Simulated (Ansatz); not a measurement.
Crystal: As.

```
As
1.0
     1.88080    1.08588    3.51406
    -1.88080    1.08588    3.51406
     0.00000   -2.17176    3.51406
As
2
Cartesian
  0.0000 0.0000 2.3825
  0.0000 0.0000 8.1597
```

Base run:

* Program: Ansatz 0.2.0
* Functional: r2SCAN0
* Potentials or basis: Ansatz PAW
* Cutoff: 500 eV (not typed: the program's choice for these potentials)
* k mesh: 5 × 5 × 5
* Occupations: fermi-dirac, width 0.05 eV
* Spin: no spin polarisation

Its results: pressure -0.2 GPa; largest force 0.208 eV/Å.

The run is repeated on the same cell with these changes: functional from r2SCAN0 to HSE03; cutoff from 500 eV (not typed: the program's choice for these potentials) to 420 eV (not typed: the program's choice for these potentials). What comes out?

Pressure 0.9 GPa; largest force 0.007 eV/Å.

Caveats: some runs use coarse meshes; the PAW data sets come from PBE, with cores solved anew for the run's functional, which leaves a small shift of forces and pressure; the thresholds are loose for stress.
